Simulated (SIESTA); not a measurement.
# Ru under changes of volume

One of the cells (13.575 Å³/atom); the others are scaled copies at fixed shape and fractional positions:

```
CELL_PARAMETERS angstrom
2.70580 0.00000 0.00000
-1.35290 2.34329 0.00000
0.00000 0.00000 4.28190
ATOMIC_POSITIONS crystal
Ru 0.66667 0.33333 0.75000
Ru 0.33333 0.66667 0.25000
```

| Property | Result |
| --- | --- |
| Program | SIESTA 5.4.2 |
| Functional | LDA |
| Potentials or basis | PseudoDojo 0.4 standard (LDA files) |
| Basis | DZP (energy shift 0.003 Ry; two zetas on semicore shells) |
| Grid cutoff | 800 Ry |
| Energy shift | 0.003 Ry |
| k mesh | 11 × 11 × 6 |
| Occupations | fermi-dirac, width 0.05 eV |
| Spin | no spin polarisation |

```csv
volume (Å³/atom),energy over the lowest point (meV/atom),pressure (GPa)
12.760,21.21,15.0
13.032,3.64,6.2
13.303,0.00,-1.7
13.575,8.79,-8.3
13.846,?,?
14.118,57.60,-19.7
14.389,95.25,-24.5
```

**Question.** What does the run at 13.846 Å³/atom give?

**Answer.** Energy over the lowest point 28.34 meV/atom; pressure -14.4 GPa.

Worked out: A Birch-Murnaghan fit of order 3 (a polynomial in V^(-2/3)) to the other rows has its minimum at 13.24 Å³/atom with B0 = V·E''(V) = 364 GPa and B' = 5.0 at fixed shape and positions, which overstates the stiffness. It gives 28.34 meV/atom at 13.846 Å³/atom, against the run's 28.34, and -dE/dV = -14.5 GPa, against -14.4.

Energies are extrapolated to zero smearing.

Caveats: the basis of atomic orbitals isn't converged, which shifts pressures, moduli and gaps.
